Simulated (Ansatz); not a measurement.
# MnO2: single point with PBE

Crystal: MnO2.

```
CELL_PARAMETERS angstrom
2.90416 0.00000 0.00000
0.00000 3.84481 0.00000
0.00000 0.00000 6.16426
ATOMIC_POSITIONS crystal
Mn 0.50000 0.50000 0.34330
Mn 0.00000 0.00000 0.65670
O 0.50000 0.00000 0.83757
O 0.00000 0.50000 0.16243
O 0.50000 0.00000 0.42180
O 0.00000 0.50000 0.57820
```

Measurements of this composition are mostly on another form, of space group No. 136.

```
Program             : Ansatz 0.2.0
Task                : single point
Functional          : PBE
Potentials or basis : Ansatz PAW
Cutoff              : 420 eV (not typed: the program's choice for these potentials)
k mesh              : 9 × 7 × 5
Occupations         : fermi-dirac, width 0.05 eV
Spin                : collinear spin, ferromagnetic start
Starting moments    : [4.0, 4.0, 0.0, 0.0, 0.0, 0.0] μB
```

```yaml
Pressure: -7.2 GPa
Largest_force: 0.796 eV/Å
Band_gap_on_the_k_mesh: none (metal or under the smearing width)
Net_moment: 6.00 μB per cell
Absolute_moment: 6.26 μB per cell
Site_moments: Mn +2.41; O +0.12, +0.00 μB
```

Forces on the atoms (eV/Å):
```
Mn   0.000  0.000 -0.387
Mn   0.000  0.000  0.387
O    0.000  0.000 -0.796
O    0.000  0.000  0.796
O    0.000  0.000  0.057
O    0.000  0.000 -0.057
```

Stress tensor (GPa, compression positive):
```
-11.32   0.00   0.00
  0.00  -5.33   0.00
  0.00   0.00  -5.03
```

Levels at points of the mesh, in eV from the Fermi level:
Spin up:
| k point | band 26 | band 27 | band 28 | band 29 | band 30 | band 31 | band 32 | band 33 | band 34 | band 35 |
| --- | --- | --- | --- | --- | --- | --- | --- | --- | --- | --- |
| (0.00, 0.00, 0.00) | -1.77 | -1.38 | -0.93 | -0.18 | 0.10 | 0.59 | 0.69 | 2.22 | 2.55 | 6.16 |
Spin down:
| k point | band 21 | band 22 | band 23 | band 24 | band 25 | band 26 | band 27 | band 28 |
| --- | --- | --- | --- | --- | --- | --- | --- | --- |
| (0.00, 0.00, 0.00) | -2.51 | -2.11 | -2.01 | -1.67 | 0.53 | 1.01 | 1.16 | 1.34 |

It took 29 s on 2 threads of Intel(R) Xeon(R) Processor @ 2.50GHz (Skylake/Cascade Lake), on a shared host, peak memory 0.54 GiB.

Caveat: the pressure holds a Pulay correction of +0.7 GPa for the finite cutoff; semilocal functionals often make such compounds metallic where correlation or magnetic order opens a gap, which also shifts bond lengths; only a ferromagnetic start was run, and an antiferromagnetic order may lie lower in energy. With open d or f shells a metallic result of PBE can be an artefact of self-interaction; +U or a hybrid may open a gap.
